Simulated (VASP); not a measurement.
# CdTe (F-43m) in VASP: further runs, part 2 of 2

VASP 6.6.1. The steps go on from the part before.

## Step 4: Single point, r2SCAN (volume scaled by 1.06)

POSCAR

```
CdTe
1.0
    0.0000000000      3.3421854222      3.3421854222
    3.3421854222      0.0000000000      3.3421854222
    3.3421854222      3.3421854222      0.0000000000
Cd Te
1 1
Direct
    0.0000000000      0.0000000000      0.0000000000
    0.2500000000      0.2500000000      0.2500000000
```

INCAR.step1

```
PREC = Accurate ; ENCUT = 520
ISMEAR = 0 ; SIGMA = 0.02
LREAL = F ; LASPH = T
NELM = 60 ; NBANDS = 16
GGA = PE ; ALGO = Normal
EDIFF = 1E-4 ; LWAVE = T
LCHARG = F
```

INCAR.step2

```
PREC = Accurate ; ENCUT = 520
EDIFF = 1E-6 ; ISMEAR = 0
SIGMA = 0.02 ; LREAL = F
LASPH = T ; NELM = 60
ALGO = Normal ; ISIF = 2
LWAVE = F ; LCHARG = T
METAGGA = R2SCAN ; LMIXTAU = T
LELF = T ; LVHAR = T
NBANDS = 16 ; ISTART = 1
```

KPOINTS

```
Automatic mesh
0
Gamma
  8 8 8
```

Potentials or basis: VASP PAW PBE potentials, release 64 (Cd, Te).

Command:

```
cat potpaw_PBE.64/Cd/POTCAR potpaw_PBE.64/Te/POTCAR > POTCAR
cp INCAR.step1 INCAR
mpirun -np 1 vasp_std > vasp.out
cp INCAR.step2 INCAR
mpirun -np 1 vasp_std > vasp.out
```

OUTCAR:

```text
PREC = Accurate
   ENCUT = 520
   EDIFF = 1E-6
   ISMEAR = 0
   LREAL = F
   LASPH = T
   NELM = 60
   ISIF = 2
   METAGGA = R2SCAN
   ISTART = 1

 ion  position               nearest neighbor table
   1  0.000  0.000  0.000-   2 2.89   2 2.89   2 2.89   2 2.89
   2  0.250  0.250  0.250-   1 2.89   1 2.89   1 2.89   1 2.89

  LATTYP: Found a face centered cubic cell.
 ALAT       =     6.6843708444

  Lattice vectors:

 A1 = (   0.0000000000,   3.3421854222,   3.3421854222)
 A2 = (   3.3421854222,   0.0000000000,   3.3421854222)
 A3 = (   3.3421854222,   3.3421854222,   0.0000000000)

Analysis of symmetry for initial positions (statically):
=====================================================================
 Subroutine PRICEL returns:
 Original cell was already a primitive cell.

 Routine SETGRP: Setting up the symmetry group for a
 face centered cubic supercell.

 Subroutine GETGRP returns: Found 24 space group operations
 (whereof 24 operations were pure point group operations)
 out of a pool of 48 trial point group operations.

The static configuration has the point symmetry T_d .

Analysis of symmetry for dynamics (positions and initial velocities):
=====================================================================
 Subroutine PRICEL returns:
 Original cell was already a primitive cell.

 Routine SETGRP: Setting up the symmetry group for a
 face centered cubic supercell.

 Subroutine GETGRP returns: Found 24 space group operations
 (whereof 24 operations were pure point group operations)
 out of a pool of 48 trial point group operations.

The dynamic configuration has the point symmetry T_d .

 Subroutine INISYM returns: Found 24 space group operations
 (whereof 24 operations are pure point group operations),
 and found     1 'primitive' translations

----------------------------------------------------------------------------------------
[... 105 lines left out ...]
   NUPDOWN=      -1.0000    fix difference up-down
   EMIN   =  10.00;   EMAX   =-10.00  energy-range for DOS
   EFERMI =   0.00;   METHOD = LEGACY
   ISMEAR =     0;   SIGMA  =   0.02  broadening in eV -4-tet -1-fermi 0-gaus
   EFERMI_NEDOS =   21; number of points for ismear=-14 and -15
   IALGO  =     38    algorithm
   IMIX   =      4    mixing-type and parameters
     AMIX     =   0.40;   BMIX     =  1.00
     AMIX_MAG =   1.60;   BMIX_MAG =  1.00
  volume/ion in A,a.u.               =      37.33       251.93
  Fermi-wavevector in a.u.,A,eV,Ry     =   1.018885  1.925413 14.124568  1.038126
  Thomas-Fermi vector in A             =   2.152368
   LORBIT       =      0    0 simple, 1 ext, 2 COOP (PROOUT), +10 PAW based schemes
   METAGGA = R2SCAN    functional components
   LHFCALC =     F    Hartree Fock is set to
   AEXX    =    0.0000 exact exchange contribution
   IVDW    =     0    specifies the selected vdW correction
   LEPSILON=     F    determine dielectric tensor
   LRPA    =     F    only Hartree local field effects (RPA)
 non-spin polarized calculation
 Gauss-broadening in eV      SIGMA  =   0.02
  energy-cutoff  :      520.00
  volume of cell :       74.67
 maximum number of plane-waves:      2044
   NGX = 17   NGY = 17   NGZ = 17

 number of electron      17.9999999 magnetization

 Free energy of the ion-electron system (eV)
  ---------------------------------------------------
  ext. energy  EPLUGINS =         0.00000000
  ---------------------------------------------------
  free energy    TOTEN  =       -46.61983689 eV

  energy without entropy =      -46.61983689  energy(sigma->0) =      -46.61983689

 E-fermi :   1.4367     XC(G=0):  -8.6805

 val. band max:        1.3000266512   @ k =   0.0000   0.0000   0.0000
 cond. band min:       2.2744526088   @ k =   0.0000   0.0000   0.0000
 fundamental gap:      0.9744259576
 Fermi energy:         1.4366977788

 k-point     1 :       0.0000    0.0000    0.0000
  band No.  band energies     occupation
      1      -9.7198      2.00000
      2      -6.9901      2.00000
      3      -6.9901      2.00000
      4      -6.9901      2.00000
      5      -6.7733      2.00000
      6      -6.7733      2.00000
[... 433 lines left out ...]
      3      -6.9083      2.00000
      4      -6.7841      2.00000
      5      -6.7682      2.00000
      6      -6.3903      2.00000
[... 8 lines left out ...]
     15      11.7454      0.00000
     16      12.2387      0.00000

 [... further k-points ...]
[... 5 lines left out ...]
  --------------------------------------------------------------------------------------
  -------------------------------------------------------------------------------------
  Total       -0.9027848     -0.9027848     -0.9027848      0.0000000      0.0000000      0.0000000
  in kB      -19.3719440    -19.3719440    -19.3719440      0.0000000      0.0000000      0.0000000
  external PRESSURE =     -19.3719440 kB  Pullay stress =       0.0000000 kB

 VOLUME and BASIS-vectors are now :
 -----------------------------------------------------------------------------
  energy-cutoff  :      520.00
  volume of cell :       74.67
      direct lattice vectors                 reciprocal lattice vectors
     0.000000000  3.342185422  3.342185422    -0.149602711  0.149602711  0.149602711
     3.342185422  0.000000000  3.342185422     0.149602711 -0.149602711  0.149602711
     3.342185422  3.342185422  0.000000000     0.149602711  0.149602711 -0.149602711

 POSITION                                       TOTAL-FORCE (eV/Angst)
 -----------------------------------------------------------------------------------
      0.00000      0.00000      0.00000         0.000000      0.000000      0.000000
      1.67109      1.67109      1.67109        -0.000000     -0.000000     -0.000000
 -----------------------------------------------------------------------------------
    total drift:                               -0.000002     -0.000002     -0.000001

  FREE ENERGIE OF THE ION-ELECTRON SYSTEM (eV)
  ---------------------------------------------------
  free  energy   TOTEN  =       -46.6198368885 eV

  energy  without entropy=      -46.6198368885  energy(sigma->0) =      -46.61983689
```

Run time: 87 s. Hardware: 1 thread of Intel Xeon Platinum 8488C (Sapphire Rapids), shared host; peak memory 0.23 GiB.

What came out:

```
Free energy            : -46.6198 eV
Pressure               : -1.9 GPa
Band gap on the k mesh : 0.97 eV, direct
```

Caveat: the cell differs from its parent crystal (volume scaled by 1.06); the PAW data sets were made with another functional, which shifts forces and pressure a little; spin-orbit coupling is left out, which moves the levels of the heavy elements.

## Step 5: Relaxation of cell and atoms, r2SCAN

This run uses another cell than the first one, of 32.92 Å³/atom, 0.935 times its volume.

POSCAR

```
CdTe
1.0
    0.0000000000      3.2050000000      3.2050000000
    3.2050000000      0.0000000000      3.2050000000
    3.2050000000      3.2050000000      0.0000000000
Cd Te
1 1
Direct
    0.0000000000      0.0000000000      0.0000000000
    0.2500000000      0.2500000000      0.2500000000
```

INCAR.step1

```
  ALGO = Normal
  EDIFF = 1E-4
  ENCUT = 600
  GGA = PE
  ISMEAR = 0
  LASPH = True
  LCHARG = False
  LREAL = False
  LWAVE = True
  NELM = 80
  PREC = Accurate
  SIGMA = 0.02
```

INCAR.step2

```
  ALGO = Normal
  EDIFF = 1E-7
  EDIFFG = -0.005
  ENCUT = 600
  IBRION = 2
  ISIF = 3
  ISMEAR = 0
  ISTART = 1
  LASPH = True
  LCHARG = False
  LMIXTAU = True
  LREAL = False
  LWAVE = False
  METAGGA = R2SCAN
  NELM = 80
  NSW = 100
  PREC = Accurate
  SIGMA = 0.02
```

KPOINTS

```
k-points
0
Gamma
  8 8 8
```

Command:

```
cat potpaw_PBE.64/Cd/POTCAR potpaw_PBE.64/Te/POTCAR > POTCAR
cp INCAR.step1 INCAR
mpirun -np 1 vasp_std > vasp.out
cp INCAR.step2 INCAR
mpirun -np 1 vasp_std > vasp.out
```

Run time: 4.9 min. Hardware: 1 thread of Intel Xeon 6975P-C (Granite Rapids), shared host; peak memory 0.24 GiB.

Results (log left out):

* Free energy: -46.6444 eV
* Relaxed volume: 35.30 Å³/atom
* Relaxed cell: a = 4.639 Å, b = 4.639 Å, c = 4.639 Å, α = 60.00°, β = 60.00°, γ = 60.00°
* Space group after relaxing (to 0.05 Å): F-43m (No. 216)
* Energy gained by relaxing: 23.1 meV/atom
* Ionic steps: 3
* Pressure after relaxing: 0.0 GPa
* Band gap on the k mesh: 1.15 eV, direct

The path:
```tsv
step	energy change (eV)	largest force (eV/Å)	pressure (GPa)	volume (Å³)
1	0.0000	0.0000	3.32	65.84
2	-0.0398	0.0000	-1.02	72.56
3	-0.0462	0.0000	0.01	70.60
```

Final structure:
```
Cd Te
1.0
     0.00000    3.28042    3.28042
     3.28042    0.00000    3.28042
     3.28042    3.28042    0.00000
Cd Te
1 1
Cartesian
  0.0000 0.0000 0.0000
  1.6402 1.6402 1.6402
```

Levels at points of the mesh, in eV from the valence-band top:
```csv
k point,band 6,band 7,band 8,band 9,band 10,band 11,band 12,band 13
"(0.00, 0.00, 0.00)",-8.19,0.00,0.00,0.00,1.15,5.06,5.06,5.06
"(0.50, 0.00, 0.00)",-7.84,-4.28,-0.74,-0.74,2.19,5.60,5.60,7.38
"(0.50, 0.50, 0.00)",-7.70,-4.17,-1.79,-1.79,2.96,2.99,9.25,9.63
```

Caveat: the PAW data sets were made with another functional, which shifts forces and pressure a little; spin-orbit coupling is left out, which moves the levels of the heavy elements. Zero-point motion and thermal expansion aren't in these numbers.

## Step 6: Summary

```csv
task,cell,cutoff (eV),gap on the mesh (eV),pressure (GPa)
single point,"a = 4.636 Å, angles 60.0°, 2 atoms",520,1.16,0.1
single point,"a = 4.682 Å, angles 60.0°, 2 atoms",520,1.07,-1.0
single point,"a = 4.727 Å, angles 60.0°, 2 atoms",520,0.97,-1.9
relaxation of cell and atoms,"relaxed from a = 4.533 Å, angles 60.0°, 2 atoms",600,1.15,0.0
```

Alike in all rows: level r2SCAN; potentials or basis VASP PAW PBE potentials, release 64 (Cd, Te); no spin polarisation; k mesh 8 × 8 × 8; smearing gaussian 0.02 eV.

Caveats: the PAW data sets were made with another functional, which shifts forces and pressure a little; spin-orbit coupling is left out, which moves the levels of the heavy elements.

Absolute energies hang on the potentials; compare differences alone.

## Step 7: Comparison with measurements

Step 2. A measured gap of CdTe is 1.607 eV (0 K; a printed reference work, data compilation); the calculated 1.16 eV misses it by -0.45 eV. Spin-orbit coupling on Cd, Te is left out. The value is that of r2SCAN, without temperature or zero-point motion.
